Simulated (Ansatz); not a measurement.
## Au in Ansatz: the effect of target pressure

Au:

```xyz
2
Lattice="2.9000 0.0000 0.0000 -1.4500 2.5115 0.0000 0.0000 0.0000 4.8800" Properties=species:S:1:pos:R:3 pbc="T T T"
Au    1.4500    0.8372    1.2200
Au    0.0000    1.6743    3.6600
```

This isn't the form of Au at room conditions, which is fcc.

Alike in all runs:

```yaml
Program: Ansatz 0.2.0
Task: relaxation of cell and atoms
Functional: PBEsol
Potentials_or_basis: Ansatz PAW
Cutoff: "420 eV (not typed: the program's choice for these potentials)"
k_mesh: 11 × 11 × 6
Occupations: fermi-dirac, width 0.05 eV
Spin: no spin polarisation
```

Each run relaxes the cell or the atoms first.

One run gave: relaxed volume 16.83 Å³/atom. Which target pressure did it use?
A. 5 GPa
B. 0 GPa
C. 10 GPa
D. 20 GPa
E. 2 GPa

E.

```csv
target pressure,relaxed volume (Å³/atom)
0 GPa,17.02
2 GPa,16.83
5 GPa,16.57
10 GPa,16.19
20 GPa,15.56
30 GPa,15.06
```

Caveats: the plane-wave basis is chosen anew once the cell has moved, so the energies of steps on either side of that aren't comparable; the PAW data sets come from PBE, with cores solved anew for the run's functional, which leaves a small shift of forces and pressure; the volume moved by over 15 % at a fixed basis, so the end points are rough (some runs).

Runs at the PBE level aren't shown here.
